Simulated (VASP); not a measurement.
A run of VASP 6.6.1:

The input INCAR:

```
SYSTEM = FeSi2
ALGO = Fast
EDIFF = 1E-7
ENCUT = 520
GGA = PS
ISIF = 2
ISMEAR = 0
LASPH = .True.
LCHARG = .True.
LELF = .True.
LREAL = .False.
LVHAR = .True.
LWAVE = .False.
NBANDS = 15
NELM = 100
PREC = Accurate
SIGMA = 0.1
```

The input KPOINTS:

```
k-points
0
Gamma
  16 16 8
  0 0 0
```

Contents of POSCAR:

```
FeSi2
1.0
    2.6495187603      0.0000000000      0.0000000000
    0.0000000000      2.6810315224      0.0000000000
    0.0000000000      0.0000000000      5.1152470350
Fe Si
1 2
Direct
    0.0000000000      0.0000000000      0.0000000000
    0.5000000000      0.5000000000      0.2723103702
    0.5000000000      0.5000000000      0.7276896298
```

Potentials or basis: VASP PAW PBE potentials, release 64 (Fe, Si).

Launch:

```sh
$ cat potpaw_PBE.64/Fe/POTCAR potpaw_PBE.64/Si/POTCAR > POTCAR
$ mpirun -np 1 vasp_std > vasp.out
```

Hardware: 1 thread of Intel(R) Xeon(R) 6975P-C (Granite Rapids), on a shared host.

Problem. Estimate the wall time of this run.

Solution. Run time: 94 s on 1 thread of Intel(R) Xeon(R) 6975P-C (Granite Rapids) (shared host), peak memory 0.32 GiB. Counts: scf iterations 17, k points 405.
